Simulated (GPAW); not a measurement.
TePb:

```xyz
2
Lattice="0.0000 3.2310 3.2310 3.2310 0.0000 3.2310 3.2310 3.2310 0.0000" Properties=species:S:1:pos:R:3 pbc="T T T"
Pb    0.0000    0.0000    0.0000
Te    3.2310    3.2310    3.2310
```

```yaml
Program: GPAW 26.7.0
Task: relaxation of cell and atoms
Functional: PBEsol
Dispersion: D3
Potentials_or_basis: PAW data sets generated in the run's folder for this functional
Cutoff: 600 eV
Basis: pw
k_mesh: 7 × 7 × 7
Occupations: fermi-dirac, width 0.05 eV
Spin: no spin polarisation
```

At the start: pressure -1.6 GPa; volume 33.73 Å³/atom.

**Question.** How do energy, volume and symmetry change on relaxing?

**Answer.** Over 3 steps the energy falls by 6.0 meV/atom and the volume is 32.50 Å³/atom (-3.7 %); space group Fm-3m (No. 225, to 0.05 Å).

The path:
| step | energy change (eV) | largest force (eV/Å) | pressure (GPa) | volume (Å³) |
| --- | --- | --- | --- | --- |
| 1 | 0.0000 | 0.0000 | -1.58 | 67.46 |
| 2 | -0.0043 | 0.0000 | -1.29 | 66.98 |
| 3 | -0.0120 | 0.0000 | 0.07 | 64.99 |

Final structure:
```yaml
crystal:
  lattice:
    - [0.00000, 3.19110, 3.19110]
    - [3.19110, 0.00000, 3.19110]
    - [3.19110, 3.19110, 0.00000]
  atoms:
    - { symbol: Pb, position: [0.00000, 0.00000, 0.00000] }
    - { symbol: Te, position: [0.50000, 0.50000, 0.50000] }
```

Caveat: later steps reuse the first step's grids.
